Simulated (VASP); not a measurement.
A run of VASP 6.6.1 is set up as follows.

Contents of POSCAR:

```
GaAs
1.0
    0.0000000000      2.8750910500      2.8750910500
    2.8750910500      0.0000000000      2.8750910500
    2.8750910500      2.8750910500      0.0000000000
Ga As
1 1
Direct
    0.0000000000      0.0000000000      0.0000000000
    0.7500000000      0.7500000000      0.7500000000
```

The input INCAR.step1:

```
ALGO     = Fast           # electronic algorithm
EDIFF    = 1E-8           # SCF threshold, eV
EDIFFG   = -0.002         # ionic threshold
ENCUT    = 600            # plane-wave cutoff, eV
GGA      = PE             # functional
IBRION   = 2              # ionic algorithm
ISIF     = 3              # what is computed and relaxed
ISMEAR   = 0              # smearing method
LASPH    = True           # aspherical terms in the spheres
LCHARG   = False          # write CHGCAR
LREAL    = False          # projectors in reciprocal space
LWAVE    = False          # write WAVECAR
NELM     = 100            # most SCF steps
NSW      = 40             # ionic steps
PREC     = Accurate       # precision mode
SIGMA    = 0.1            # smearing width, eV
```

File INCAR.step2:

```
ALGO     = Fast           # electronic algorithm
EDIFF    = 1E-8           # SCF threshold, eV
ENCUT    = 600            # plane-wave cutoff, eV
GGA      = PE             # functional
IBRION   = 6              # ionic algorithm
ISIF     = 3              # what is computed and relaxed
ISMEAR   = 0              # smearing method
LASPH    = True           # aspherical terms in the spheres
LCHARG   = False          # write CHGCAR
LREAL    = False          # projectors in reciprocal space
LWAVE    = False          # write WAVECAR
NELM     = 100            # most SCF steps
NFREE    = 2            
NSW      = 1              # ionic steps
POTIM    = 0.015          # step
PREC     = Accurate       # precision mode
SIGMA    = 0.1            # smearing width, eV
```

The input KPOINTS:

```
k-points
0
Gamma
  10 10 10
```

Potentials or basis: VASP PAW PBE potentials, release 64 (Ga_d, As).

Launch:

```console
$ cat potpaw_PBE.64/Ga_d/POTCAR potpaw_PBE.64/As/POTCAR > POTCAR
$ cp INCAR.step1 INCAR
$ mpirun -np 1 vasp_std > vasp.out
$ cp CONTCAR POSCAR
$ cp INCAR.step2 INCAR
$ mpirun -np 1 vasp_std > vasp.out
```

(1) Estimate the elastic constants C11, C12, C44.

(2) What does it give for the Voigt bulk modulus?

(3) Estimate the highest phonon frequency at Γ, LO-TO splitting left out.

Answers

(1) 98, 41, 50 GPa.

(2) 60 GPa.

(3) 251 cm⁻¹.
